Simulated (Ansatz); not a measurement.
Input, command and steps of an Ansatz relaxation.

```yaml
crystal:
  lattice:
    - [2.492069957, 4.3163917814, 0.0]
    - [0.0, 0.0, 5.3875366725]
    - [7.4762098708, -4.3163917815, 0.0]
  atoms:
    - { symbol: Zr, position: [0.5, 2.88832e-05, 0.8333333333] }
    - { symbol: Zr, position: [0.0, 2.88832e-05, 0.3333333333] }
    - { symbol: Zr, position: [0.5, 0.5000288832, 0.1666666667] }
    - { symbol: Zr, position: [1.0, 0.5000288832, 0.6666666667] }
    - { symbol: Zr, position: [0.5, 0.4999711168, 0.8333333333] }
    - { symbol: Zr, position: [0.0, 0.4999711168, 0.3333333333] }
    - { symbol: Zr, position: [0.5, 0.9999711168, 0.1666666667] }
    - { symbol: Zr, position: [1.0, 0.9999711168, 0.6666666667] }
basis:
  ecutwfc: 420
kpoints:
  mp_grid: { grid: [8, 6, 6] }
hamiltonian:
  xc: lda
scf:
  occupations: { method: gaussian, width: 0.1 }
output:
  forces: true
  stress: true
  eigenvalues: true
  write_density: true
  write_potential: true
  elf: true
  volumetric_format: npy
relax:
  adjacent_minimum: "off"
  f_tol: 0.015
  max_steps: 60
  cell: { stress_tol: 0.15 }
```

```bash
ansatz run input.yaml --threads 1 --pin off --max-ram 2560MiB --backend cpu --events-out ev --progress --plain --runs-dir out
```

Theory: DFT LDA, scalar-relativistic, plane waves, PAW in Ansatz 0.2.0.

Of 4 frames 3 are shown, positions in Å and forces in eV/Å; the SCF threshold varies from step to step. Steps run on the plane waves of an earlier cell, with a Pulay correction in the pressure. The basis is chosen afresh for the last frame, the zero of the energies, and at times for earlier ones too; energy and pressure step there, also at an unchanged geometry.

```xyz
8
Lattice="2.4921 4.3164 0.0000 0.0000 0.0000 5.3875 7.4762 -4.3164 0.0000" Properties=species:S:1:pos:R:3:forces:R:3 pbc="T T T" step=1 free_energy_over_end_meV_per_atom=0.48 pressure_GPa=-0.06
Zr    7.4762   -1.4388    0.0002   -0.0032    0.0018   -0.0030
Zr    2.4921   -1.4388    0.0002   -0.0032    0.0018   -0.0030
Zr    2.4921    1.4388    2.6939    0.0032   -0.0018   -0.0030
Zr    7.4762    1.4388    2.6939    0.0032   -0.0018   -0.0030
Zr    7.4762   -1.4388    2.6936   -0.0032    0.0018    0.0030
Zr    2.4921   -1.4388    2.6936   -0.0032    0.0018    0.0030
Zr    2.4921    1.4388    5.3874    0.0032   -0.0018    0.0030
Zr    7.4762    1.4388    5.3874    0.0032   -0.0018    0.0030
8
Lattice="2.4776 4.2913 0.0000 0.0000 0.0000 5.4090 7.4325 -4.2912 0.0000" Properties=species:S:1:pos:R:3:forces:R:3 pbc="T T T" step=2 free_energy_over_end_meV_per_atom=0.01 pressure_GPa=0.14
Zr    7.4315   -1.4297   -0.0001    0.0052   -0.0030    0.0025
Zr    2.4764   -1.4298   -0.0001    0.0052   -0.0030    0.0025
Zr    2.4786    1.4298    2.7044   -0.0052    0.0030    0.0025
Zr    7.4337    1.4299    2.7044   -0.0052    0.0030    0.0025
Zr    7.4315   -1.4297    2.7046    0.0052   -0.0030   -0.0025
Zr    2.4764   -1.4298    2.7046    0.0052   -0.0030   -0.0025
Zr    2.4786    1.4298    5.4091   -0.0052    0.0030   -0.0025
Zr    7.4337    1.4299    5.4091   -0.0052    0.0030   -0.0025
8
Lattice="2.4814 4.2979 0.0000 0.0000 0.0000 5.4158 7.4397 -4.2953 0.0000" Properties=species:S:1:pos:R:3:forces:R:3 pbc="T T T" step=4 free_energy_over_end_meV_per_atom=0.00 pressure_GPa=-0.07
Zr    7.4401   -1.4303    0.0000   -0.0040    0.0023   -0.0006
Zr    2.4796   -1.4316    0.0000   -0.0040    0.0023   -0.0006
Zr    2.4809    1.4329    2.7079    0.0040   -0.0023   -0.0006
Zr    7.4415    1.4342    2.7079    0.0040   -0.0023   -0.0006
Zr    7.4401   -1.4303    2.7079   -0.0040    0.0023    0.0006
Zr    2.4796   -1.4316    2.7079   -0.0040    0.0023    0.0006
Zr    2.4809    1.4329    5.4158    0.0040   -0.0023    0.0006
Zr    7.4415    1.4342    5.4158    0.0040   -0.0023    0.0006
```

It took 2.6 min on 1 thread of Oxide Virtual Turin-like Processor (Zen 5) (shared host), peak memory 0.96 GiB.